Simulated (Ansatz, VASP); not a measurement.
## Two plane-wave programs on Mg

```
Mg
1.0
     0.00000    2.25617    2.25617
     2.25617    0.00000    2.25617
     2.25617    2.25617    0.00000
Mg
1
Direct
  0.00000 0.00000 0.00000
```

Alike in both runs: functional PBE; k mesh 8 × 8 × 8; occupations gaussian, width 0.1 eV; no spin polarisation.

Ansatz relaxed the structure, and its values are those at the end. VASP's run is a single point on that final structure, the one shown.

```csv
,VASP,Ansatz
version,VASP 6.6.1,Ansatz 0.2.0
potentials or method,"VASP PAW PBE potentials, release 64 (Mg)","scalar-relativistic, plane waves, PAW"
plane-wave cutoff (eV),520,420
valence electrons in the cell,2,10
```

|  | VASP | Ansatz | Ansatz less VASP |
| --- | --- | --- | --- |
| gap on the k mesh at the Fermi level (eV) | none | none | - |
| pressure (GPa) | 0.2 | 0.3 | +0.12 |

A gap of «none» marks a metal or a gap that the smearing closes. The two sets of potentials don't hold the same shells in valence.
